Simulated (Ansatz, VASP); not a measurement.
**InP: VASP beside Ansatz**

```xyz
2
Lattice="0.0000 2.7720 2.7720 2.7720 0.0000 2.7720 2.7720 2.7720 0.0000" Properties=species:S:1:pos:R:3 pbc="T T T"
In    0.0000    0.0000    0.0000
P     2.7720    2.7720    2.7720
```

Alike in both runs: functional PBE; k mesh 14 × 14 × 14; occupations fermi-dirac, width 0.15 eV; no spin polarisation.

Ansatz relaxed the structure, and its values are those at the end. VASP's run is a single point on that final structure, the one shown.

|  | VASP | Ansatz |
| --- | --- | --- |
| version | VASP 6.6.1 | Ansatz 0.2.0 |
| potentials or method | VASP PAW PBE potentials, release 64 (In_d, P) | scalar-relativistic, plane waves, PAW |
| plane-wave cutoff (eV) | 520 | 420 |
| valence electrons in the cell | 18 | 18 |

```tsv
	VASP	Ansatz	Ansatz less VASP
gap on the k mesh at the Fermi level (eV)	none	none	-
pressure (GPa)	0.0	0.0	+0.03
```

A gap of «none» marks a metal or a gap that the smearing closes.
